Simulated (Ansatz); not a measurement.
# Zone-centre modes in SiC

These are results of DFT PBE, scalar-relativistic, plane waves, PAW in Ansatz 0.2.0, not measurements. Settings: plane waves to 420 eV, k-mesh 12×12×6 (Γ-centred), Gaussian smearing 0.05 eV. No spin polarisation.

Zero of the scan (relaxed at this level):

```
Si C
1.0
     3.09177    0.00000    0.00000
    -1.54588    2.67755    0.00000
     0.00000    0.00000    5.07402
Si C
2 2
Cartesian
  0.0000 1.7850 0.0232
  1.5459 0.8925 2.5602
  0.0000 1.7850 1.9303
  1.5459 0.8925 4.4674
```

Harmonic modes by finite displacements of 0.02 Å, without the LO–TO term.

(1) At this geometry, is the structure stable against these modes?

(2) List the wavenumbers in cm⁻¹.

## Answers

(1) Yes: no mode is imaginary beyond 10 cm⁻¹, and only the three translations lie near zero.

(2) 0, 0, 0, 257, 257, 584, 743, 743, 749, 779, 779, 815.

Cost: 1 run of about 0.4 core-minutes, on Intel Xeon 6975P-C (Granite Rapids) (shared hosts).